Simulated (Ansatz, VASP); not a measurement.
**One calculation of WC (Qusongite), two programs**

File INCAR:

```
SYSTEM = WC
  ALGO = Normal
  EDIFF = 1E-6
  ENCUT = 520
  GGA = CA
  ISIF = 2
  ISMEAR = -1
  LASPH = .True.
  LCHARG = .True.
  LELF = .True.
  LREAL = .False.
  LVHAR = .True.
  LWAVE = .False.
  NBANDS = 16
  NELM = 60
  PREC = Accurate
  SIGMA = 0.05
```

Contents of KPOINTS:

```
k-points
0
Gamma
  10 10 9
  0 0 0
```

The input POSCAR:

```
WC
1.0
    2.8869927008      0.0000000000      0.0000000000
   -1.4434963504      2.5002090195      0.0000000000
    0.0000000000      0.0000000000      2.8175618425
W C
1 1
Direct
    0.0000000000      0.0000000000      0.0000000000
    0.6666666667      0.3333333333      0.5000000000
```

input.yaml

```yaml
crystal:
  lattice:
    - [2.8869927008, 0.0, 0.0]
    - [-1.4434963504, 2.5002090195, 0.0]
    - [0.0, 0.0, 2.8175618425]
  atoms:
    - { symbol: W, position: [0.0, 0.0, 0.0] }
    - { symbol: C, position: [0.6666666667, 0.3333333333, 0.5] }
hamiltonian:
  xc: lda
  pseudopotentials: { kind: paw }
kpoints:
  mp_grid: { grid: [10, 10, 9] }
scf:
  occupations: { method: fermi_dirac, width: 0.05 }
output:
  forces: true
  stress: true
  eigenvalues: true
  write_density: true
  write_potential: true
  elf: true
  volumetric_format: npy
```

Alike in both runs: task single point; functional LDA; k mesh 10 × 10 × 9; occupations fermi-dirac, width 0.05 eV; no spin polarisation.

|  | VASP | Ansatz |
| --- | --- | --- |
| version | VASP 6.6.1 | Ansatz 0.2.0 |
| potentials or method | VASP PAW LDA potentials, release 64 (W_sv, C) | Ansatz PAW |
| plane-wave cutoff (eV) | 520 | 420 |
| valence electrons in the cell | 18 | 18 |

```csv
,VASP,Ansatz,Ansatz less VASP
gap on the k mesh at the Fermi level (eV),none,none,-
pressure (GPa),1.0,-1.7,-2.69
largest component of the traceless stress (GPa),0.54,0.88,+0.337
```

A gap of «none» marks a metal or a gap that the smearing closes.

Caveats: the pressure holds a Pulay correction of +0.4 GPa for the finite cutoff (Ansatz); the PAW data sets come from PBE, with cores solved anew for the run's functional, which leaves a small shift of forces and pressure (Ansatz). Spin-orbit coupling is left out, which matters for the levels of W.
